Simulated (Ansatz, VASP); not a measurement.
Ag in VASP and in Ansatz

```
Ag
1.0
     0.00000    2.04310    2.10439
     2.04310    0.00000    2.10439
     2.04310    2.04310    0.00000
Ag
1
Cartesian
  0.0000 0.0000 0.0000
```

Change from the starting cell: strain +0.000 along x and y, +0.030 along z, atoms carried along.

Alike in both runs: task single point; functional PBEsol; k mesh 20 × 20 × 20; occupations gaussian, width 0.15 eV; no spin polarisation.

```csv
,VASP,Ansatz
version,VASP 6.6.1,Ansatz 0.2.0
potentials or method,"VASP PAW PBE potentials, release 64 (Ag)","scalar-relativistic, plane waves, PAW"
plane-wave cutoff (eV),520,420
valence electrons in the cell,11,19
```

```tsv
	VASP	Ansatz	Ansatz less VASP
gap on the k mesh at the Fermi level (eV)	none	none	-
pressure (GPa)	-5.6	-5.4	+0.16
largest component of the traceless stress (GPa)	0.77	0.78	+0.005
```

A gap of «none» marks a metal or a gap that the smearing closes. The functional is the same, so the differences come from potentials, cutoffs and numerics. The two sets of potentials don't hold the same shells in valence.

Caveats: the PAW data sets were made with another functional, which shifts forces and pressure a little (VASP).
